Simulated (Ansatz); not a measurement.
Relaxation of CoO from a zincblende start, step by step

The computed numbers are results of PBE, scalar-relativistic (collinear spin) in the plane-wave PAW code Ansatz at 420 eV, 12×12×6 k-mesh, Gaussian smearing of 0.05 eV. The datasets are Ansatz's generated set soft_2.

This is a trial structure; measured cells of the compound in the Crystallography Open Database are in space groups I4/mmm, Fm-3m (rock salt).

```yaml
crystal:
  lattice:
    - [0.0, 2.2507358941, 2.2507358941]
    - [4.5014717882, 2.2507358941, 2.2507358941]
    - [4.5014717882, 4.5014717882, 0.0]
  atoms:
    - { symbol: Co, position: [0.0, 0.0, 0.0], spin: 2.25 }
    - { symbol: O, position: [0.25, 0.25, 0.0] }
    - { symbol: Co, position: [0.0, 0.0, 0.5], spin: -2.25 }
    - { symbol: O, position: [0.25, 0.25, 0.5] }
basis:
  ecutwfc: 420
  ecutrho_ratio: 4
kpoints:
  mp_grid: { grid: [12, 12, 6] }
hamiltonian:
  xc: pbe
scf:
  occupations: { method: gaussian, width: 0.05 }
  lower_state_search: "off"
output:
  forces: true
  stress: true
  eigenvalues: true
  populations: true
magnetization:
  spin_polarized: true
relax:
  f_tol: 0.01
  max_steps: 40
  cell: { stress_tol: 0.1, fix: [volume] }
checkpoint:
  read: start.run
```

Launched as:
```sh
ansatz run input.yaml --threads 2 --pin off --max-ram 2662MiB --backend cpu --events-out ev --progress --plain --runs-dir out
```

Positions (Å) and forces (eV/Å) at the first step:

```xyz
4
Lattice="0.000 2.251 2.251 4.501 2.251 2.251 4.501 4.501 0.000" Properties=species:S:1:pos:R:3:forces:R:3 pbc="T T T"
Co    0.000    0.000    0.000    0.000    0.000    0.000
O     1.125    1.125    1.125    0.000    0.000    0.000
Co    2.251    2.251    0.000    0.000    0.000    0.000
O     3.376    3.376    1.125    0.000    0.000    0.000
```

Problem. Where does the relaxation end?

Solution. After 5 further evaluations the energy is 0.7 meV/atom lower and the largest force component 0.000 eV/Å; space group I-4m2. The volume was held, and the pressure there is -0.9 GPa, so this isn't the equilibrium cell.
```xyz
4
Lattice="0.000 2.270 2.270 4.427 2.270 2.270 4.427 4.539 0.000" Properties=species:S:1:pos:R:3 pbc="T T T"
Co    0.000    0.000    0.000
O     1.107    1.135    1.135
Co    2.213    2.270    0.000
O     3.320    3.405    1.135
```

The course:

```tsv
step	E − E(end) (meV/atom)	largest force component (eV/Å)	P (GPa)	a (Å)	b (Å)	c (Å)	accepted
1	0.72	0.000	-0.69	3.183	5.513	6.366	yes
2	0.35	0.000	-0.74	3.191	5.499	6.358	yes
3	0.08	0.000	-0.87	3.207	5.473	6.343	yes
4	0.01	0.000	-0.85	3.207	5.473	6.343	yes
5	0.00	0.000	-0.88	3.210	5.468	6.340	yes
6	0.00	0.000	-0.88	3.210	5.468	6.340	yes
```

Late in the path the plane-wave basis is renewed for the changed cell, which shifts energy and pressure at the same geometry (Pulay error), so rows before the renewal hold an offset.

The run read the state of its open shells from an earlier run, which isn't shown.

Step 2 in full:

```xyz
4
Lattice="0.000 2.256 2.256 4.479 2.256 2.256 4.479 4.513 0.000" Properties=species:S:1:pos:R:3:forces:R:3 pbc="T T T"
Co    0.000    0.000    0.000    0.000    0.000    0.000
O     1.120    1.128    1.128    0.000    0.000    0.000
Co    2.239    2.256    0.000    0.000    0.000    0.000
O     3.359    3.385    1.128    0.000    0.000    0.000
```

Run time: 68 s on 2 threads of Arm Neoverse V2, with other jobs on the host, peak memory 0.54 GiB.

